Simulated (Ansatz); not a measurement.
Nuclear-site quantities of I as the cell is scaled

```yaml
crystal:
  lattice:
    - [-2.07741, 2.07741, 2.07741]
    - [2.07741, -2.07741, 2.07741]
    - [2.07741, 2.07741, -2.07741]
  atoms:
    - { symbol: I, position: [0.00000, 0.00000, 0.00000] }
```

The conventional cell has a = 4.155 Å, b = 4.155 Å, c = 4.155 Å, α = 90.00°, β = 90.00°, γ = 90.00°. I (atom 1) is surrounded by 8 I at 3.60 Å.

The cell was built from the bcc type and relaxed in the same program, and has space group Im-3m; it needn't be a known or the stable phase.

No spin–orbit coupling, which matters for the heavy atoms here.

These are results of DFT, PBE, all-electron PAW with datasets made for the crystal, scalar-relativistic in Ansatz 0.2.0, not measurements.

Numerical set-up: a Γ-centred 14×14×14 k mesh, Fermi–Dirac smearing of 0.03 eV, cutoff 160 eV (chosen by the program for this cell), no spin polarisation.

The contact density is the mean electron density over the nuclear volume; its changes set Mössbauer isomer shifts. Changes below are taken from the unscaled cell, where it is 1.60378e+06 e/Å³ at I.

```
V/V(cell)  P (GPa)  Δρ(0) I (e/Å³)
   0.9405      1.7            1.74
   1.0000      0.0            0.00
   1.0600     -1.1               ?
```

(1) What belongs in the row "1.0600", column "Δρ(0) I (e/Å³)"?

The datasets are made afresh for each cell, so very small changes are uncertain. Scalar relativity leaves out the p1/2 density at heavy nuclei.

Results:

(1) -1.57.
